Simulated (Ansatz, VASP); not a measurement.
# LiF (Griceite) in two plane-wave programs, part 2 of 2

One calculation is typed for both programs; each brings its own data sets. How far apart do they land? The cell is taken from a series of runs on this material, whose earlier steps may have relaxed, scaled, displaced or heated it; both programs get it as it stands.

VASP 6.6.1 and Ansatz 0.2.0.

So far: The structure; VASP: zone-centre phonons, LDA.

### Step 3. Ansatz: zone-centre phonons, LDA

Level of this step: Ansatz beside VASP: Kohn-Sham DFT, plane waves, LDA (Ansatz).

Ansatz runs on its PAW soft_1 files.

The same cell, functional (in two slightly different forms) and mesh now go to Ansatz, which takes its cutoff from its data sets.

File input.yaml:

```yaml
crystal:
  lattice:
    - [0.0, 1.9363107824, 2.0317709594]
    - [1.9363107824, 0.0, 2.0317709594]
    - [1.9363107824, 1.9363107824, 0.0]
  atoms:
    - { symbol: Li, position: [0.0, 0.0, 0.0] }
    - { symbol: F, position: [0.5, 0.5, 0.5] }
kpoints:
  mp_grid: { grid: [12, 12, 12] }
hamiltonian:
  xc: lda
  pseudopotentials: { kind: paw, azcp: { folder: soft_1 }, xc_functional: pbe }
scf:
  occupations: { method: fixed }
output:
  eigenvalues: true
phonons:
  method: dfpt
  dielectric: true
  rigid_motions: translations
```

Command:

```sh
> ansatz run input.yaml --threads 4 --pin off --max-ram 10240MiB --backend cpu --events-out ev --progress --plain --runs-dir out
```

Numbers of over 12 decimals in the logs are rounded to 6 here.

The program printed:

```text
Engine: ansatz 0.2.0, aarch64-unknown-linux-gnu
Pseudopotentials: kind: paw
Pseudopotential: Li, paw, valence charge 3, recommended cutoff 420 eV (normal), soft_1/Li.paw.azcp
Pseudopotential: F, paw, valence charge 7, recommended cutoff 420 eV (normal), soft_1/F.paw.azcp
Functional definition: SPW92
  exchange = slater_x
  correlation = pw_c
Crystal: 2 atoms, lattice volume = 15.235 Å³
Basis set: ecut = 420 eV, 299 PW (Γ), exchange–correlation on 40×40×40 points (8 copies of the dense FFT grid, shifted against one another)
Bands: 9, of which v1, the nominal top of the filled ones, is band 5 counted from 1 (4 counted from 0)
Symmetry: 16 space group operations
k-points: 476 of 1728 (irreducible under 2 space group operations, time reversal used)
Non-local potential: Li, projectors of the file, l = 0: 3, l = 1: 2, l = 2: 1
Non-local potential: F, projectors of the file, l = 0: 2, l = 1: 2, l = 2: 1
PAW form: soft (Blöchl's): semilocal exchange-correlation on the pseudo side does not see the compensation charge
PAW frozen core: F, regenerated for the run's functional, and the local potential with it (the file was generated under x = pbe(κ = 0.804, μ = 0.219515), c = pbe(β = 0.066725))
PAW one-centre angular grid: Li, 110 points (default); XC on 64 Gauss nodes
PAW one-centre angular grid: F, 110 points (default); XC on 64 Gauss nodes
Initial density: superposition of atomic densities (chi_scale 0.1, normalization cell, long waves kept (reshape's long-wave potential 0.00 eV rms))
Initial wavefunctions: pseudopotential atomic-orbital guess
Functional: x = slater, c = lda
SCF iter   1: F=—  HF=-998.675709 eV  |F-HF|=—  |Δ(HF+E_count)|=         —  Δρ=6.35e-2  dr2=3.39e-1  ethr=3.10e-3  ⟨swp⟩=4.0  Hψ=23393  notcnv=0  defer=913
preconditioner: auto → none  [insulator: Δε(μ)=8.754 eV  Ē_g=22.409 eV  n_scr=0 (ndim 8)  ℏωp=26.9 eV  f_vac=0.000  ε∞_Penn≈2.4]
SCF iter   2: F=—  HF=-998.691597 eV  |F-HF|=—  |Δ(HF+E_count)|=   1.59e-2  Δρ=3.34e-2  dr2=8.08e-2  ethr=3.10e-3  ⟨swp⟩=2.0  Hψ=9058  notcnv=0  defer=938
SCF iter   3: F=—  HF=-998.694240 eV  |F-HF|=—  |Δ(HF+E_count)|=   2.64e-3  Δρ=1.36e-2  dr2=1.46e-2  ethr=8.08e-4  ⟨swp⟩=2.6  Hψ=6807  notcnv=0  defer=948
SCF iter   4: F=—  HF=-998.694285 eV  |F-HF|=—  |Δ(HF+E_count)|=   4.47e-5  Δρ=5.75e-4  dr2=2.76e-5  ethr=1.46e-4  ⟨swp⟩=2.6  Hψ=6566  notcnv=0  defer=952
SCF iter   5: F=—  HF=-998.694302 eV  |F-HF|=—  |Δ(HF+E_count)|=   1.75e-5  Δρ=3.62e-5  dr2=5.94e-8  ethr=2.76e-7  ⟨swp⟩=2.1  Hψ=5396  notcnv=0  defer=822
SCF iter   6: F=—  HF=-998.694303 eV  |F-HF|=—  |Δ(HF+E_count)|=   3.07e-7  Δρ=5.67e-6  dr2=3.02e-9  ethr=5.94e-10  ⟨swp⟩=2.1  Hψ=6268  notcnv=0
SCF iter   7: F=-998.694303 eV  HF=-998.694303 eV  |F-HF|=3.85e-11  |Δ(HF+E_count)|=  6.95e-10  Δρ=7.84e-7  dr2=7.28e-11  ethr=1.00e-12  ⟨swp⟩=4.7  Hψ=23410  notcnv=0
SCF 1 converged in 7 iterations: F = -998.694303 eV  dr2 = 7.28e-11
  greatest PAW one-centre occupation: 1.000 electrons in one spin orbital (limit 2), on the Li atom at site 0 (counted from 0), in its partial waves of l = 0
NSCF: frozen V_eff on 3 k-points
DFPT response loops at Γ: preconditioner auto → none (the input reference at scf.mixing.eps_inf says where Resta's filter doesn't serve); β = 0.50; Broyden in place of MSR1
SCF converged after 7 iterations
Free energy (F): -998.694303 eV
Harris-Foulkes:  -998.694303 eV  (|F-HF|=3.85e-11)
Internal energy: -998.694303 eV  (E = F + TS)
E sigma→0 (E₀):  -998.694303 eV
Fermi energy:    1.193141 eV
--- Per-component energies (eV) ---
  E_band       = -114.081602
  E_kinetic    = 215.265918
  E_local      = -632.273122  (includes V_loc(G=0)·N_el)
  E_nonlocal   = 70.414940
  E_hartree    = 216.921614
  E_xc         = -85.440491
  E_vxc        = -110.757653  (∫ρ·V_xc dr)
  E_paw        = -213.785174  (= ΣΔE_a)
  E_vpaw       = -90.575741  (= ΣTr[D̂ρ^β])
  E_aug_tail   = 0.000985  (compensation charges beyond the density's cutoff)
  E_ewald      = -569.912225
  E_core_change = 0.113252  (= ΣΔE_core)
  E_smearing   = -0.000000  (= −TS)
  E_closure    = 0.000000  (closes the sum)
  Σ components = -998.694303   (vs F -998.694303, Δ=0.00e0)
--- Band table (eV; the first three rows and the last of 476) ---
  k-point 0: bands = ["-38.4420", "-18.6464", "1.0873", "1.0873", "1.1931", "10.6085", "24.7219", "25.4804", "25.8942"]
  k-point 1: bands = ["-38.4358", "-18.6164", "0.8896", "1.0758", "1.1433", "10.8098", "23.0671", "24.0540", "24.8055"]
  k-point 2: bands = ["-38.4187", "-18.5327", "0.3265", "1.0454", "1.0702", "11.2861", "20.8294", "22.6808", "23.5348"]
  k-point 475: bands = ["-38.3367", "-17.8602", "-2.3305", "0.0957", "0.0957", "15.6318", "17.9716", "19.1524", "22.1999"]
--- Phonons (Γ-DFPT): 4 representative perturbations + reference, on 476 of 1728 k-points (Σ response iterations 14) ---
  k mesh reduced under 2 symmetry operations, with k and −k counted as one. Each operation leaves every solved perturbation unchanged. A smaller set is not considered because the run solves the response to a homogeneous field
  ASR residual: 9.034e-5 → 0.000e0 eV/Å²; symmetrization residual: 2.521e-7 eV/Å²
  ASR residual per site (eV/Å²): 9.03e-5 4.45e-5
  Γ frequencies (cm⁻¹): 0.00 0.00 0.00 211.49 370.85 370.85
  ε∞ (high-frequency dielectric tensor):
        2.101531     0.000000     0.000000
        0.000000     2.101531     0.000000
        0.000000     0.000000     2.129457
  ε⁰ (static dielectric tensor: ions relaxed, cell fixed):
        7.122334     0.000000     0.000000
        0.000000     7.122334     0.000000
        0.000000     0.000000    17.527980
  ε⁰ − ε∞ (ionic part):
        5.020803     0.000000     0.000000
        0.000000     5.020803     0.000000
        0.000000     0.000000    15.398523
  softest optical mode at Γ: 211.49 cm⁻¹; the repairs (sum rule, projections) moved no ω² at Γ by more than (1.90 cm⁻¹)²
  Born effective charges Z* (e; rows j = field, columns β = displacement):
    site 0:
         1.04249    0.00000    0.00000
         0.00000    1.04249    0.00000
         0.00000    0.00000    1.04117
    site 1:
        -1.04249    0.00000    0.00000
         0.00000   -1.04249    0.00000
         0.00000    0.00000   -1.04117
  Z* charge neutrality: 2.426e-6 e pre-enforcement
  k-mesh period / interband length: 32.9 Å / 0.79 Å = 41.55 at k = (0.0000, 0.0000, -0.5000), direct gap 10.958 eV — 14 or more, which is no proof of convergence
  optical modes at Γ without the LO–TO term, one row a degenerate level:
      ω (cm⁻¹)  modes    IR ((D/Å)²/amu)
        211.49      1             4.9200
        370.85      2             9.8652
  optical modes at Γ + LO–TO along q̂ = [1.0000, 0.0000, 0.0000]:
      ω (cm⁻¹)  modes    IR ((D/Å)²/amu)
        211.49      1             4.9200
        370.85      1             4.9326
        682.73      1             4.9326
  optical modes at Γ + LO–TO along q̂ = [0.0000, 1.0000, 0.0000]:
      ω (cm⁻¹)  modes    IR ((D/Å)²/amu)
        211.49      1             4.9200
        370.85      1             4.9326
        682.73      1             4.9326
  optical modes at Γ + LO–TO along q̂ = [0.0000, 0.0000, 1.0000]:
      ω (cm⁻¹)  modes    IR ((D/Å)²/amu)
        370.85      2             9.8652
        606.78      1             4.9200
```

Reading the cycles: dr2 is the Hartree energy of the density residual (eV), the measure of convergence; HF is the Harris–Foulkes estimate of the energy, which meets the free energy F at convergence.

### Step 4. Side by side

Known differences besides the potentials themselves: the two LDA forms differ slightly; fixed occupations in Ansatz, narrow Gaussian smearing in VASP; the cutoff is 420 eV in Ansatz and 750 eV in VASP; VASP's log shows a relativistic correction to its local exchange, Ansatz's none. Total energies have different zeros and are not compared.

Both answers:

```csv
quantity,Ansatz,VASP,difference
ε∞ xx,2.10,2.10,+0.30 %
ε∞ yy,2.10,2.10,+0.30 %
ε∞ zz,2.13,2.12,+0.29 %
Born charge of Li1 (mean of the diagonal) (e),1.04,1.04,0.00
Born charge of F2 (mean of the diagonal) (e),-1.04,-1.04,0.00
optical mode 1 (cm⁻¹),211.5,215.1,-1.67 %
optical mode 2 to 3 (cm⁻¹),370.9,376.5,-1.50 %
```

Modes are paired by rising frequency, not by their patterns, so a pair may set unlike modes beside each other; they are those without the splitting of longitudinal modes.

### Step 5. Summary of results

```yaml
r_m_s_difference_of_the_optical_zone_centre_modes_each_program_s_sorted_by_frequency_zone_centre_phonons_lda: 5.1 cm⁻¹
difference_in_optical_mode_1_zone_centre_phonons_lda: -1.7 %
```

What this shows: The r.m.s. difference of the optical zone-centre modes, each program's sorted by frequency is 5.1 cm⁻¹ (zone-centre phonons, LDA). Among the rows given in per cent, the largest difference of the zone-centre phonons, LDA pair is in optical mode 1, -1.7 %. Such differences can come from data sets, numerical settings and the points named under the comparisons, not from the functional's error against experiment.

[Lines on the potential files, build, host, timing and source positions are cut from VASP's logs without a mark.]

[Logs are printed without paths, hosts, clocks, repeated set-up lines and the standing remarks that a program may print on its own settings, such as how far it seeks lower states.]

[Hosts, paths, dates, database ids (printed as entryN), source tags and the programs' standing remarks are cut or masked in the printed files.]
